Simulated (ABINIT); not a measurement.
The system is TiB2.

```xyz
3
Lattice="3.0292 0.0000 0.0000 -1.5146 2.6234 0.0000 0.0000 0.0000 3.2284" Properties=species:S:1:pos:R:3 pbc="T T T"
Ti    0.0000    0.0000    0.0000
B     1.5146    0.8745    1.6142
B     0.0000    1.7489    1.6142
```

Program: ABINIT 10.8.3 (patched build). Alike in all runs: no spin polarisation; cell as given; smearing fermi-dirac 0.05 eV.

Problem. Order these runs on this cell by their pressure, lowest first.
A. level RPBE; potentials or basis PseudoDojo NC SR PBE v0.5 stringent; k mesh 8 × 8 × 6; cutoff (eV) 1034
B. level PBEsol; potentials or basis Ansatz PAW PBE default generated set, frozen core; k mesh 8 × 8 × 6; cutoff (eV) 419; fine-grid cutoff 838.111 eV
C. level PBE; potentials or basis PseudoDojo NC SR PBE v0.5 stringent; k mesh 12 × 12 × 8, shifted; cutoff (eV) 1034; bands in the sums 21; broadening (eV) 0.1; scissor shift (eV) 0; tensor components [11, 33]

Solution. B (-5.3 GPa), C (-0.1 GPa), A (2.5 GPa).

Caveats: the atomic spheres overlap (some runs); the PAW data sets were made with another functional, which shifts forces and pressure a little (some runs); the potentials were made for another functional, which shifts forces and pressure (some runs).

Not every run made on this cell is shown here.
